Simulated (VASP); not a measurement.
# InSe: core levels with PBE

InSe:

```
In Se
1.0
     4.04733    0.00000    0.00000
    -2.02366    3.50509    0.00000
     0.00000    0.00000   18.05206
In Se
4 4
Direct
  0.33333 0.66667 0.07739
  0.33333 0.66667 0.92261
  0.00000 0.00000 0.42261
  0.00000 0.00000 0.57739
  0.33333 0.66667 0.35298
  0.33333 0.66667 0.64702
  0.66667 0.33333 0.14700
  0.66667 0.33333 0.85300
```

Measurements of this composition are mostly on another form, of space group No. 160.

```json
{
  "Program": "VASP 6.6.1",
  "Task": "core levels",
  "Functional": "PBE",
  "Potentials or basis": "VASP PAW PBE potentials, release 64 (In_d, Se)",
  "Cutoff": "520 eV",
  "k mesh": "6 × 6 × 2",
  "Occupations": "gaussian, width 0.02 eV",
  "Spin": "no spin polarisation",
  "Further INCAR settings": "ALGO = Normal; EDIFF = 1e-07"
}
```

- Pressure: 1.5 GPa
- Largest force: 0.254 eV/Å
- Band gap on the k mesh: 0.72 eV, direct

Forces on the atoms (eV/Å):
```
In   0.000  0.000 -0.112
In   0.000  0.000  0.112
In   0.000  0.000  0.111
In   0.000  0.000 -0.111
Se   0.000  0.000 -0.252
Se   0.000  0.000  0.252
Se   0.000  0.000  0.254
Se   0.000  0.000 -0.254
```

Stress tensor (GPa, compression positive):
```
1.50 0.00 0.00
0.00 1.50 0.00
0.00 0.00 1.41
```

Levels at points of the mesh, in eV from the valence-band top:
```
           k point  band 35  band 36  band 37  band 38  band 39  band 40  band 41  band 42
(0.00, 0.00, 0.00)    -0.95    -0.95    -0.94     0.00     0.72     1.50     2.24     2.28
(0.50, 0.00, 0.00)    -1.93    -1.86    -1.44    -1.31     1.72     1.72     1.94     1.95
(0.00, 0.00, 0.50)    -0.97    -0.97    -0.55    -0.54     1.18     1.20     2.26     2.27
(0.50, 0.00, 0.50)    -1.90    -1.90    -1.38    -1.34     1.62     1.70     1.94     2.07
```

Core levels (eV, on the scale of the bands):
| atom | levels |
| --- | --- |
| 1 In | 1s -27740.3, 2s -4146.8, 2p -3720.8, 3s -780.8, 3p -641.3, 3d -425.0, 4s -112.1, 4p -70.6 |
| 2 In | 1s -27740.3, 2s -4146.8, 2p -3720.8, 3s -780.8, 3p -641.3, 3d -425.0, 4s -112.1, 4p -70.6 |
| 3 In | 1s -27740.3, 2s -4146.8, 2p -3720.8, 3s -780.8, 3p -641.3, 3d -425.0, 4s -112.1, 4p -70.6 |
| 4 In | 1s -27740.3, 2s -4146.8, 2p -3720.8, 3s -780.8, 3p -641.3, 3d -425.0, 4s -112.1, 4p -70.6 |
| 5 Se | 1s -12494.2, 2s -1597.7, 2p -1404.0, 3s -204.4, 3p -143.8, 3d -44.0 |
| 6 Se | 1s -12494.2, 2s -1597.7, 2p -1404.0, 3s -204.4, 3p -143.8, 3d -44.0 |

Run time: 2.5 min on 1 thread of Intel(R) Xeon(R) 6975P-C (Granite Rapids), on a shared host, peak memory 0.41 GiB.

Caveat: spin-orbit coupling is left out, which moves the levels of the heavy elements; this functional lacks dispersion, which binds the layers, so the pressure and a relaxed spacing across them are unreliable. A k mesh can miss the band edges.
